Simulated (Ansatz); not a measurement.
CuI: relaxed-ion elastic tensor

All numbers below come from DFT PBE, scalar-relativistic, plane waves, PAW (Ansatz). Plane waves to 420 eV; Γ-centred k mesh 4×4×4; fixed occupations. No spin polarisation.

Relaxed structure:
```yaml
crystal:
  lattice:
    - [7.51141, 0.00000, 0.00000]
    - [0.00000, 7.51141, 0.00000]
    - [0.00000, 0.00000, 7.51141]
  atoms:
    - { symbol: Cu, position: [0.75000, 0.50000, 0.00000] }
    - { symbol: Cu, position: [0.50000, 0.00000, 0.75000] }
    - { symbol: Cu, position: [0.00000, 0.75000, 0.50000] }
    - { symbol: Cu, position: [0.00000, 0.25000, 0.50000] }
    - { symbol: Cu, position: [0.25000, 0.50000, 0.00000] }
    - { symbol: Cu, position: [0.50000, 0.00000, 0.25000] }
    - { symbol: I, position: [0.50000, 0.75000, 0.00000] }
    - { symbol: I, position: [0.75000, 0.00000, 0.50000] }
    - { symbol: I, position: [0.00000, 0.50000, 0.75000] }
    - { symbol: I, position: [0.25000, 0.00000, 0.50000] }
    - { symbol: I, position: [0.00000, 0.50000, 0.25000] }
    - { symbol: I, position: [0.50000, 0.25000, 0.00000] }
```

The structure comes from a generated guess, relaxed at this level; another structure or a mixture of phases may lie lower. Spin–orbit coupling is left out, which matters for heavy elements.

(1) Give the relaxed-ion elastic constants (GPa, Voigt order xx yy zz yz xz xy, on the Cartesian axes of the cell above).

(2) Is the crystal stable against homogeneous strain?

(3) And the moduli of a polycrystal (Hill averages)?

## Answers

(1)
C11 = 48.3, C12 = 20.4, C13 = 20.4, C22 = 48.3, C23 = 20.4, C33 = 48.3, C44 = 4.9, C55 = 4.9, C66 = 4.9 GPa; the others vanish.

(2) Yes: the least eigenvalue of the tensor is 4.9 GPa.

(3) B = 30 GPa, G = 8 GPa, E = 21 GPa, ν = 0.38.
